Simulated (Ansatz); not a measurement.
# TiSi: the cost of one run

Method: DFT PBEsol, scalar-relativistic, plane waves, PAW, in Ansatz 0.2.0.

**1. The structure to begin with**

Symmetry: Pnma, No. 62, orthorhombic system. Conventional cell: a = 6.512 Å, b = 3.632 Å, c = 4.993 Å, α = 90.00°, β = 90.00°, γ = 90.00°. Around Ti (site symmetry m) lie 7 Si at 2.56 to 2.76 Å. Si (site symmetry m) is surrounded by 2 Si at 2.39 Å and 7 Ti at 2.56 to 2.76 Å.

Coordinates:

```cif
data_structure
_symmetry_space_group_name_H-M 'P 1'
_symmetry_Int_Tables_number 1
_cell_length_a 6.5122
_cell_length_b 3.6317
_cell_length_c 4.9935
_cell_angle_alpha 90.000
_cell_angle_beta 90.000
_cell_angle_gamma 90.000
_cell_volume 118.10
loop_
_atom_site_label
_atom_site_type_symbol
_atom_site_fract_x
_atom_site_fract_y
_atom_site_fract_z
_atom_site_occupancy
Ti1 Ti 0.67568 0.25000 0.37178 1
Ti2 Ti 0.32432 0.75000 0.62822 1
Ti3 Ti 0.82432 0.75000 0.87178 1
Ti4 Ti 0.17568 0.25000 0.12822 1
Si1 Si 0.54393 0.25000 0.85540 1
Si2 Si 0.45607 0.75000 0.14460 1
Si3 Si 0.95607 0.75000 0.35540 1
Si4 Si 0.04393 0.25000 0.64460 1
```

Source of the structure: the Materials Project (structure only).

(A quick probe on a coarse mesh, which set the mesh and smearing, is not shown.)

**3. Full relaxation**

The input, input.yaml:

```yaml
crystal:
  lattice:
    - [6.51223075, 0.0, 0.0]
    - [0.0, 3.63174164, 0.0]
    - [0.0, 0.0, 4.99348361]
  atoms:
    - { symbol: Ti, position: [0.67568383, 0.25, 0.37178419] }
    - { symbol: Ti, position: [0.32431617, 0.75, 0.62821581] }
    - { symbol: Ti, position: [0.82431617, 0.75, 0.87178419] }
    - { symbol: Ti, position: [0.17568383, 0.25, 0.12821581] }
    - { symbol: Si, position: [0.54392999, 0.25, 0.85539789] }
    - { symbol: Si, position: [0.45607001, 0.75, 0.14460211] }
    - { symbol: Si, position: [0.95607001, 0.75, 0.35539789] }
    - { symbol: Si, position: [0.04392999, 0.25, 0.64460211] }
basis:
  ecutwfc: 420
kpoints:
  mp_grid: { grid: [6, 10, 8] }
hamiltonian:
  xc: pbesol
scf:
  occupations: { method: gaussian, width: 0.1 }
output:
  forces: true
  stress: true
  eigenvalues: true
relax:
  adjacent_minimum: "off"
  f_tol: 0.005
  max_steps: 80
  cell: { stress_tol: 0.05 }
```

The run is started by

```bash
ansatz run input.yaml --threads 2 --pin off --max-ram 5120MiB --backend cpu --events-out ev --progress --plain --runs-dir out
```

Q: Estimate wall time and peak memory on 2 threads of Intel Xeon Platinum 8259CL at 2.50GHz (Skylake/Cascade Lake), shared host.

About 2 min, with a peak of 0.77 GiB.
